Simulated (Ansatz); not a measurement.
# Band table of O

```
O
1.0
     2.56100    0.00000    0.00000
    -1.28050    2.21789    0.00000
     0.00000    0.00000    6.57500
O
4
Cartesian
  0.0000 1.4786 1.0586
  1.2805 0.7393 4.3461
  0.0000 1.4786 2.2289
  1.2805 0.7393 5.5164
```

Atom numbers follow the list: O1, O2, O3, O4.

The geometry is COD entry 9017498, unchecked; take it as a test cell.

Solid oxygen carries moments on its molecules; these runs leave spin out.

Method: Ansatz 0.2.0, DFT, PBE, all-electron LAPW, scalar-relativistic.

The runs use a Γ-centred 12×12×4 k mesh, Fermi–Dirac smearing of 0.01 eV, basis error target 1 meV/atom, no spin polarisation.

Path points, in fractions of the reciprocal vectors: Γ (0.000, 0.000, 0.000), M (0.500, 0.000, 0.000), K (0.333, 0.333, 0.000), A (0.000, 0.000, 0.500), L (0.500, 0.000, 0.500), H (0.333, 0.333, 0.500). Levels in eV from the Fermi level; bands 7 to 18, counted from the lowest band of the run. The gap is zero.

```
# k(1/Å) point b7 b8 b9 b10 b11 b12 b13 b14 b15 b16 b17 b18
0.000 Γ -16.11 -14.23 -10.20 -7.24 -6.25 -6.25 -6.13 -6.13 1.04 1.04 1.32 1.32
0.177 - -16.06 -14.20 -10.18 -7.27 -6.36 -6.28 -6.24 -6.15 0.91 1.01 1.20 1.31
0.354 - -15.90 -14.12 -10.12 -7.42 -6.66 -6.54 -6.38 -6.23 0.55 0.87 0.91 1.27
0.531 - -15.66 -14.00 -10.04 -7.78 -7.06 -6.80 -6.52 -6.34 0.01 0.40 0.78 1.21
0.708 - -15.35 -13.87 -9.98 -8.32 -7.50 -6.94 -6.68 -6.47 -0.63 -0.13 0.63 1.13
0.885 - -14.99 -13.75 -9.97 -8.90 -7.82 -7.02 -6.83 -6.60 -1.26 -0.65 0.49 1.05
1.062 - -14.65 -13.67 -10.03 -9.40 -7.99 -7.09 -6.95 -6.71 -1.79 -1.08 0.37 0.98
1.239 - -14.36 -13.66 -10.10 -9.76 -8.03 -7.14 -7.04 -6.78 -2.15 -1.37 0.30 0.93
1.416 M -14.24 -13.67 -10.12 -9.90 -8.03 -7.17 -7.06 -6.80 -2.27 -1.47 0.27 0.92
1.519 - -14.23 -13.67 -10.10 -9.88 -8.03 -7.17 -7.11 -6.84 -2.26 -1.46 0.23 0.88
1.621 - -14.21 -13.67 -10.04 -9.83 -8.03 -7.26 -7.18 -6.95 -2.21 -1.42 0.11 0.78
1.723 - -14.16 -13.66 -9.95 -9.74 -8.04 -7.48 -7.19 -7.10 -2.13 -1.35 -0.06 0.61
1.825 - -14.10 -13.66 -9.82 -9.62 -8.08 -7.76 -7.25 -7.21 -2.03 -1.26 -0.28 0.40
1.928 - -14.03 -13.67 -9.66 -9.47 -8.17 -8.08 -7.37 -7.24 -1.90 -1.16 -0.52 0.17
2.030 - -13.95 -13.69 -9.48 -9.30 -8.41 -8.33 -7.42 -7.28 -1.77 -1.05 -0.74 -0.06
2.132 - -13.87 -13.73 -9.27 -9.13 -8.73 -8.50 -7.41 -7.32 -1.65 -0.96 -0.91 -0.24
2.234 K -13.79 -13.79 -9.05 -9.02 -9.02 -8.59 -7.37 -7.37 -1.61 -0.94 -0.94 -0.32
2.439 - -13.99 -13.67 -9.50 -9.14 -8.54 -8.28 -7.47 -7.25 -1.67 -1.12 -0.67 -0.12
2.643 - -14.31 -13.62 -9.77 -9.17 -8.09 -7.81 -7.51 -7.11 -1.57 -1.19 -0.25 0.23
2.848 - -14.70 -13.67 -9.88 -8.96 -7.82 -7.37 -7.30 -6.96 -1.23 -1.02 0.15 0.56
3.052 - -15.13 -13.79 -9.93 -8.52 -7.59 -7.08 -6.94 -6.74 -0.67 -0.63 0.50 0.85
3.257 - -15.52 -13.94 -10.00 -7.97 -7.19 -6.91 -6.63 -6.49 -0.09 -0.01 0.77 1.07
3.461 - -15.84 -14.09 -10.09 -7.50 -6.71 -6.70 -6.41 -6.29 0.46 0.62 0.96 1.22
3.665 - -16.04 -14.19 -10.17 -7.28 -6.40 -6.32 -6.26 -6.17 0.88 0.98 1.17 1.30
3.870 Γ -16.11 -14.23 -10.20 -7.24 -6.25 -6.25 -6.13 -6.13 1.04 1.04 1.32 1.32
3.930 - -16.10 -14.26 -10.16 -7.26 -6.25 -6.25 -6.13 -6.13 1.04 1.04 1.32 1.32
3.989 - -16.06 -14.34 -10.05 -7.34 -6.24 -6.24 -6.13 -6.13 1.05 1.05 1.31 1.31
4.049 - -15.99 -14.47 -9.89 -7.46 -6.24 -6.24 -6.14 -6.14 1.06 1.06 1.30 1.30
4.109 - -15.90 -14.62 -9.67 -7.63 -6.23 -6.23 -6.15 -6.15 1.08 1.08 1.28 1.28
4.169 - -15.79 -14.80 -9.42 -7.83 -6.22 -6.22 -6.16 -6.16 1.10 1.10 1.26 1.26
4.228 - -15.66 -14.98 -9.15 -8.06 -6.21 -6.21 -6.17 -6.17 1.13 1.13 1.23 1.23
4.288 - -15.51 -15.17 -8.87 -8.32 -6.20 -6.20 -6.18 -6.18 1.15 1.15 1.21 1.21
4.348 A -15.34 -15.34 -8.59 -8.59 -6.19 -6.19 -6.19 -6.19 1.18 1.18 1.18 1.18
4.525 - -15.30 -15.30 -8.59 -8.59 -6.31 -6.31 -6.22 -6.22 1.06 1.06 1.16 1.16
4.702 - -15.17 -15.17 -8.61 -8.61 -6.64 -6.64 -6.30 -6.30 0.73 0.73 1.09 1.09
4.879 - -14.97 -14.97 -8.68 -8.68 -7.06 -7.06 -6.43 -6.43 0.24 0.24 0.99 0.99
5.056 - -14.73 -14.73 -8.86 -8.86 -7.44 -7.44 -6.58 -6.58 -0.32 -0.32 0.88 0.88
5.233 - -14.46 -14.46 -9.17 -9.17 -7.65 -7.65 -6.72 -6.72 -0.87 -0.87 0.77 0.77
5.410 - -14.22 -14.22 -9.52 -9.52 -7.75 -7.75 -6.83 -6.83 -1.33 -1.33 0.68 0.68
5.587 - -14.05 -14.05 -9.77 -9.77 -7.79 -7.79 -6.91 -6.91 -1.64 -1.64 0.61 0.61
5.764 L -13.99 -13.99 -9.86 -9.86 -7.80 -7.80 -6.94 -6.94 -1.74 -1.74 0.59 0.59
5.866 - -13.98 -13.98 -9.84 -9.84 -7.80 -7.80 -6.98 -6.98 -1.73 -1.73 0.56 0.56
5.969 - -13.97 -13.97 -9.79 -9.79 -7.80 -7.80 -7.11 -7.11 -1.68 -1.68 0.45 0.45
6.071 - -13.94 -13.94 -9.70 -9.70 -7.82 -7.82 -7.30 -7.30 -1.61 -1.61 0.27 0.27
6.173 - -13.91 -13.91 -9.58 -9.58 -7.87 -7.87 -7.49 -7.49 -1.52 -1.52 0.06 0.06
6.275 - -13.87 -13.87 -9.42 -9.42 -8.03 -8.03 -7.62 -7.62 -1.39 -1.39 -0.19 -0.19
6.378 - -13.84 -13.84 -9.24 -9.24 -8.28 -8.28 -7.65 -7.65 -1.25 -1.25 -0.44 -0.44
6.480 - -13.81 -13.81 -9.04 -9.04 -8.56 -8.56 -7.66 -7.66 -1.09 -1.09 -0.67 -0.67
6.582 H -13.80 -13.80 -8.84 -8.84 -8.79 -8.79 -7.66 -7.66 -0.97 -0.97 -0.81 -0.81
6.786 - -13.85 -13.85 -9.18 -9.18 -8.32 -8.32 -7.66 -7.66 -1.18 -1.18 -0.49 -0.49
6.991 - -14.00 -14.00 -9.31 -9.31 -7.81 -7.81 -7.65 -7.65 -1.20 -1.20 -0.08 -0.08
7.195 - -14.25 -14.25 -9.21 -9.21 -7.62 -7.62 -7.32 -7.32 -0.97 -0.97 0.30 0.30
7.400 - -14.56 -14.56 -8.96 -8.96 -7.49 -7.49 -6.91 -6.91 -0.52 -0.52 0.63 0.63
7.604 - -14.86 -14.86 -8.73 -8.73 -7.20 -7.20 -6.58 -6.58 0.04 0.04 0.88 0.88
7.809 - -15.12 -15.12 -8.62 -8.62 -6.75 -6.75 -6.36 -6.36 0.61 0.61 1.05 1.05
8.013 - -15.29 -15.29 -8.59 -8.59 -6.35 -6.35 -6.23 -6.23 1.02 1.02 1.15 1.15
8.218 A -15.34 -15.34 -8.59 -8.59 -6.19 -6.19 -6.19 -6.19 1.18 1.18 1.18 1.18
```
